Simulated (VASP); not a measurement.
## SiC (rocksalt): a LDA relaxation of cell and atoms in VASP

INCAR

```
NELM = 120
LCHARG = .FALSE.
EDIFFG = -5E-3
SIGMA = 0.02
LWAVE = .FALSE.
EDIFF = 1E-7
IBRION = 2
ENCUT = 600
LASPH = .TRUE.
NBANDS = 11
LREAL = .FALSE.
ISMEAR = -1
GGA = CA
PREC = Accurate
NSW = 40
ISIF = 3
```

KPOINTS

```
KPOINTS created by Atomic Simulation Environment
0
Gamma
10 10 10
0 0 0
```

POSCAR

```
Si C
 1.0000000000000000
    -0.0000000000000000    2.0292109559734093    2.0292109559734093
     2.0292109559734093   -0.0000000000000000    2.0292109559734093
     2.0292109559734093    2.0292109559734093   -0.0000000000000000
 Si  C
   1   1
Cartesian
  0.0000000000000000  0.0000000000000000 -0.0000000000000000
  2.0292109559734093  2.0292109559734093  2.0292109559734093
```

VASP ran with the recommended LDA PAW datasets (8 valence electrons in the cell).

Command

```
mpirun -np 1 vasp_std
```

OSZICAR

```
N       E                     dE             d eps       ncg     rms          rms(c)
DAV:   1     0.159762375467E+01    0.15976E+01   -0.45499E+03  1106   0.714E+02
DAV:   2    -0.163738611055E+02   -0.17971E+02   -0.16662E+02  1295   0.113E+02
DAV:   3    -0.168908940340E+02   -0.51703E+00   -0.51524E+00  1268   0.141E+01
DAV:   4    -0.168922054658E+02   -0.13114E-02   -0.13114E-02  1182   0.885E-01
DAV:   5    -0.168922083450E+02   -0.28793E-05   -0.28792E-05  1220   0.393E-02    0.879E+00
DAV:   6    -0.153435719456E+02    0.15486E+01   -0.53415E+00  1109   0.106E+01    0.379E+00
DAV:   7    -0.153102437625E+02    0.33328E-01   -0.35962E-01  1187   0.345E+00    0.150E+00
DAV:   8    -0.153043839918E+02    0.58598E-02   -0.68048E-03  1085   0.576E-01    0.335E-01
DAV:   9    -0.153037197932E+02    0.66420E-03   -0.10983E-03  1108   0.179E-01    0.125E-01
DAV:  10    -0.153037188537E+02    0.93945E-06   -0.33250E-05  1150   0.427E-02    0.295E-02
DAV:  11    -0.153037188782E+02   -0.24441E-07   -0.12772E-06  1205   0.951E-03    0.165E-03
DAV:  12    -0.153037188604E+02    0.17749E-07   -0.13343E-07   648   0.170E-03
   1 F= -.15303719E+02 E0= -.15303494E+02  d E =-.153037E+02
```

From OUTCAR

```
k-points           NKPTS =     47   k-points in BZ     NKDIM =     47   number of bands    NBANDS=     11

   NELECT =       8.0000    total number of electrons

   dimension x,y,z NGX =    24 NGY =   24 NGZ =   24
   dimension x,y,z NGXF=    48 NGYF=   48 NGZF=   48

  energy-cutoff  :      600.00
  volume of cell :       16.09
      direct lattice vectors                 reciprocal lattice vectors
     0.000000000  2.003708106  2.003708106    -0.249537345  0.249537345  0.249537345
     2.003708106  0.000000000  2.003708106     0.249537345 -0.249537345  0.249537345
     2.003708106  2.003708106  0.000000000     0.249537345  0.249537345 -0.249537345

 k-points in reciprocal lattice and weights: KPOINTS created by Atomic Simulation Env
   0.00000000  0.00000000  0.00000000       0.001
   0.10000000  0.00000000  0.00000000       0.008
   0.20000000  0.00000000  0.00000000       0.008
   0.30000000  0.00000000  0.00000000       0.008
   0.40000000  0.00000000  0.00000000       0.008
   0.50000000  0.00000000  0.00000000       0.004
   0.10000000  0.10000000  0.00000000       0.006
   0.20000000  0.10000000  0.00000000       0.024
   ...

 E-fermi :  12.9183

 k-point     1 :       0.0000    0.0000    0.0000
  band No.  band energies     occupation
      1      -5.8376      2.00000
      2      12.8733      1.80918
      3      12.8733      1.80918
      4      12.8733      1.80918
      5      21.0078      0.00000
      6      21.8086      0.00000
      7      21.8086      0.00000
      8      21.8086      0.00000
      9      25.7726      0.00000
     10      25.7726      0.00000
     11      25.7726      0.00000

 k-point     2 :       0.1000    0.0000    0.0000
  band No.  band energies     occupation
      1      -5.5898      2.00000
      2      11.5980      2.00000
      3      12.7181      1.99991
      4      12.7181      1.99991
      5      20.9151      0.00000
      6      22.0131      0.00000
      7      22.1620      0.00000
      8      22.1620      0.00000
      9      23.8553      0.00000
     10      23.8553      0.00000
     11      25.5590      0.00000

 k-point     3 :       0.2000    0.0000    0.0000
  band No.  band energies     occupation
      1      -4.8501      2.00000
      2       8.8613      2.00000
      3      12.3747      2.00000
      4      12.3747      2.00000
      5      20.0553      0.00000
      6      21.1006      0.00000
      7      21.1006      0.00000
      8      23.3469      0.00000
      9      24.3486      0.00000
     10      24.3486      0.00000
     11      25.0446      0.00000

 k-point     4 :       0.3000    0.0000    0.0000
  band No.  band energies     occupation
      1      -3.6333      2.00000
      2       5.8346      2.00000
      3      12.0426      2.00000
      4      12.0426      2.00000
      5      19.4506      0.00000
      6      19.5434      0.00000
      7      19.5434      0.00000
      8      23.4834      0.00000
      9      25.8078      0.00000
     10      26.6096      0.00000
     11      26.6096      0.00000

 k-point     5 :       0.4000    0.0000    0.0000
  band No.  band energies     occupation
      1      -1.9856      2.00000
      2       3.0037      2.00000
      3      11.8292      2.00000
      4      11.8292      2.00000
      5      18.5373      0.00000
      6      18.5373      0.00000
      7      19.1474      0.00000
      8      22.9181      0.00000
      9      27.2188      0.00000
     10      29.2702      0.00000
     11      29.2702      0.00000

 k-point     6 :       0.5000    0.0000    0.0000
  band No.  band energies     occupation
      1      -0.4934      2.00000
      2       1.1048      2.00000
      3      11.7587      2.00000
      4      11.7587      2.00000
      5      18.1916      0.00000
      6      18.1916      0.00000
      7      19.0619      0.00000
      8      22.6802      0.00000
      9      27.8522      0.00000
     10      30.8919      0.00000
     11      30.8919      0.00000

 k-point     7 :       0.1000    0.1000    0.0000
  band No.  band energies     occupation
      1      -5.5073      2.00000
      2      12.1620      2.00000
      3      12.1620      2.00000
      4      12.2052      2.00000
      5      20.4421      0.00000
      6      21.2294      0.00000
      7      22.1541      0.00000
      8      22.8432      0.00000
      9      22.8432      0.00000
     10      26.3171      0.00000
     11      26.3171      0.00000

 k-point     8 :       0.2000    0.1000    0.0000
  band No.  band energies     occupation
      1      -4.9320      2.00000
      2       9.9058      2.00000
      3      11.5740      2.00000
      4      12.2498      2.00000
      5      19.3924      0.00000
      6      20.0937      0.00000
      7      22.1201      0.00000
      8      23.0205      0.00000
      9      24.2591      0.00000
     10      25.8452      0.00000
     11      26.4605      0.00000

 k-point     9 :       0.3000    0.1000    0.0000
  band No.  band energies     occupation
      1      -3.8745      2.00000
      2       6.9882      2.00000
      3      11.1692      2.00000
      4      11.8405      2.00000
      5      17.9676      0.00000
      6      20.1938      0.00000
      7      21.5070      0.00000
      8      22.9548      0.00000
      9      24.9221      0.00000
     10      27.1047      0.00000
     11      27.6720      0.00000

 k-point    10 :       0.4000    0.1000    0.0000
  band No.  band energies     occupation
      1      -2.3656      2.00000
      2       4.0961      2.00000
      3      11.0456      2.00000
      4      11.2453      2.00000
      5      17.2029      0.00000
      6      20.0816      0.00000
      7      20.1160      0.00000
      8      24.4471      0.00000
      9      24.9775      0.00000
     10      28.6652      0.00000
     11      30.0789      0.00000

 k-point    11 :       0.5000    0.1000    0.0000
  band No.  band energies     occupation
      1      -0.6002      2.00000
      2       1.6686      2.00000
      3      10.6919      2.00000
      4      11.2213      2.00000
      5      17.1304      0.00000
      6      19.1182      0.00000
      7      20.0263      0.00000
      8      24.2415      0.00000
      9      26.9289      0.00000
     10      29.7744      0.00000
     11      31.1240      0.00000

 k-point    12 :      -0.4000    0.1000    0.0000
  band No.  band energies     occupation
      1      -1.1708      2.00000
      2       2.3741      2.00000
      3      10.3360      2.00000
      4      11.6505      2.00000
      5      17.6832      0.00000
      6      18.7098      0.00000
      7      20.0287      0.00000
      8      24.3668      0.00000
      9      27.0675      0.00000
     10      29.0081      0.00000
     11      30.4275      0.00000

 k-point    13 :      -0.3000    0.1000    0.0000
  band No.  band energies     occupation
      1      -2.9150      2.00000
      2       5.0356      2.00000
      3      10.2734      2.00000
      4      12.2175      2.00000
      5      18.7706      0.00000
      6      18.9336      0.00000
      7      20.1997      0.00000
      8      24.4220      0.00000
      9      25.9295      0.00000
     10      26.2018      0.00000
     11      29.6113      0.00000

 k-point    14 :      -0.2000    0.1000    0.0000
  band No.  band energies     occupation
      1      -4.2794      2.00000
      2       7.9719      2.00000
      3      10.5531      2.00000
      4      12.7303      1.99983
      5      19.8571      0.00000
      6      20.2535      0.00000
      7      20.6298      0.00000
      8      23.0064      0.00000
      9      23.8949      0.00000
     10      26.1823      0.00000
     11      27.5773      0.00000

 k-point    15 :      -0.1000    0.1000    0.0000
  band No.  band energies     occupation
      1      -5.1780      2.00000
      2      10.5408      2.00000
      3      11.3515      2.00000
      4      12.9492      0.35161
      5      21.0952      0.00000
      6      21.4671      0.00000
      7      21.5115      0.00000
      8      22.1352      0.00000
      9      22.5267      0.00000
     10      25.3487      0.00000
     11      26.4080      0.00000

 k-point    16 :       0.2000    0.2000    0.0000
  band No.  band energies     occupation
      1      -4.5233      2.00000
      2      10.5668      2.00000
      3      10.7812      2.00000
      4      10.7812      2.00000
      5      17.3209      0.00000
      6      18.3313      0.00000
      7      23.6228      0.00000
      8      24.6841      0.00000
      9      24.6841      0.00000
     10      28.1942      0.00000
     11      28.3860      0.00000

 ...

  Total        0.0071136      0.0071136      0.0071136     -0.0000000     -0.0000000      0.0000000
  in kB        0.7083794      0.7083794      0.7083794     -0.0000000     -0.0000000      0.0000000
  external PRESSURE =       0.7083794 kB  Pullay stress =       0.0000000 kB

 POSITION                                       TOTAL-FORCE (eV/Angst)
 -----------------------------------------------------------------------------------
      0.00000      0.00000      0.00000        -0.000000     -0.000000      0.000000
      2.00371      2.00371      2.00371         0.000000      0.000000      0.000000
 -----------------------------------------------------------------------------------
    total drift:                               -0.000000     -0.000000      0.000000

  FREE ENERGIE OF THE ION-ELECTRON SYSTEM (eV)
  ---------------------------------------------------
  free  energy   TOTEN  =       -15.3037188604 eV

  energy  without entropy=      -15.3032686199  energy(sigma->0) =      -15.30349374
```

CONTCAR

```
Si C
   1.00000000000000
     0.0000000000000000    2.0037081057565458    2.0037081057565458
     2.0037081057565458    0.0000000000000000    2.0037081057565458
     2.0037081057565458    2.0037081057565458    0.0000000000000000
  Si              C
     1     1
Direct
     0.0000000000000000    0.0000000000000000    0.0000000000000000
     0.5000000000000000    0.5000000000000000    0.5000000000000000

  0.00000000E+00  0.00000000E+00  0.00000000E+00
  0.00000000E+00  0.00000000E+00  0.00000000E+00
```

```yaml
relaxed_cell_vector_lengths: 2.834, 2.834, 2.834 Å
relaxed_cell_volume: 16.09 Å³
```

The run was restarted once from its relaxed cell; OSZICAR and OUTCAR are the second run's.

The run (the restart alone) took about 8.6 s on one core of a shared host (Intel Xeon Platinum 8488C) and held 0.13 GiB at most.
